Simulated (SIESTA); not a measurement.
Crystal: MgS (Niningerite).

```
S Mg
1.0
     3.67929    0.00000    0.00000
     1.83964    3.18636    0.00000
     1.83964    1.06212    3.00413
S Mg
1 1
Direct
  0.50000 0.50000 0.50000
  0.00000 0.00000 0.00000
```

Base run:

```yaml
Program: SIESTA 5.4.2
Functional: PBE
Potentials_or_basis: PseudoDojo 0.4 standard (PBE files)
Basis: DZP (energy shift 0.003 Ry; two zetas on semicore shells)
Grid_cutoff: 800 Ry
Energy_shift: 0.003 Ry
k_mesh: 9 × 9 × 9
Occupations: fermi-dirac, width 0.05 eV
Spin: no spin polarisation
```

Its results: band gap on the k mesh 2.85 eV, indirect (least direct gap 3.77 eV); pressure 3.4 GPa.

Problem. The run is repeated on the same cell with these changes: basis from DZP (energy shift 0.003 Ry; two zetas on semicore shells) to TZDP (energy shift 0.003 Ry; two zetas on semicore shells). What comes out?

Solution. Band gap on the k mesh 2.85 eV, indirect (least direct gap 3.77 eV); pressure 2.5 GPa.

Caveats: an odd mesh through Γ misses points on the zone boundary, where band edges often lie; the basis of atomic orbitals isn't converged, which shifts pressures, moduli and gaps.
